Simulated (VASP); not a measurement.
Runs of VASP 6.6.1 on Ni. The cell holds a slab with vacuum, 7 atoms: a = 2.492 Å, b = 2.492 Å, c = 24.572 Å, α = 90.00°, β = 90.00°, γ = 90.00°. 

```csv
level,potentials or basis,gap on the mesh (eV),moment (μB),largest force (eV/Å)
LDA,"VASP PAW LDA potentials, release 64 (Ni)",none,(c),1.01
RPBE,"VASP PAW PBE potentials, release 64 (Ni)",none,4.76,0.35
PBE,"VASP PAW PBE potentials, release 64 (Ni)",none,4.72,(b)
PBEsol,"VASP PAW PBE potentials, release 64 (Ni)",none,(a),0.73
```

Alike in all rows: task work function; spin collinear, ferromagnetic start; cell as given; k mesh 12 × 12 × 1; cutoff (eV) 520; smearing gaussian 0.1 eV.

**Question.** Estimate the missing entries.

**Answer.** (a) 4.73; (b) 0.36; (c) 4.40.

Caveats: the PAW data sets were made with another functional, which shifts forces and pressure a little (some runs).

A gap of «none» marks a metal or a gap under the smearing width.
